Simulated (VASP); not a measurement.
InAs: single point with RPBE+D3(BJ)

**Measured values to compare with.**

A printed reference work, data compilation reports, for a bulk crystal of InAs at 4.2 K: band gap 0.418 eV (direct).

Crystal: InAs.

```
In As
1.0
     0.00000    2.95199    2.95199
     2.95199    0.00000    2.95199
     2.95199    2.95199    0.00000
In As
1 1
Direct
  0.00000 0.00000 0.00000
  0.75000 0.75000 0.75000
```

* Program: VASP 6.6.1
* Task: single point
* Functional: RPBE
* Dispersion: D3(BJ)
* Potentials or basis: VASP PAW PBE potentials, release 64 (In_d, As)
* Cutoff: 520 eV
* k mesh: 8 × 8 × 8
* Occupations: fermi-dirac, width 0.05 eV
* Spin: no spin polarisation

The pressure is 0.1 GPa. The band gap on the k mesh is 0.30 eV, direct and the dispersion energy per atom is -1.634 eV.

Levels at points of the mesh, in eV from the valence-band top:
```csv
k point,band 5,band 6,band 7,band 8,band 9,band 10,band 11,band 12,band 13,band 14
"(0.00, 0.00, 0.00)",-14.43,-12.31,0.00,0.00,0.00,0.30,3.97,3.97,3.97,7.96
"(0.50, 0.00, 0.00)",-14.42,-10.61,-6.11,-1.09,-1.09,1.21,4.75,4.75,7.07,9.58
"(0.50, 0.50, 0.00)",-14.40,-9.99,-6.12,-2.56,-2.56,1.52,2.14,9.80,9.85,9.85
```

Run time: 13 s on 1 thread of Intel(R) Xeon(R) Platinum 8488C (Sapphire Rapids), on a shared host, peak memory 0.19 GiB.

Measured gap of InAs: 0.418 eV (direct; 4.2 K; a printed reference work, data compilation). This calculation gives 0.30 eV (-0.12 eV). Spin-orbit coupling on As, In is left out. The value is that of RPBE+D3(BJ), without temperature or zero-point motion. Semilocal functionals fall short of measured gaps as a rule.

Caveat: the PAW data sets were made with another functional, which shifts forces and pressure a little; spin-orbit coupling is left out, which moves the levels of the heavy elements.
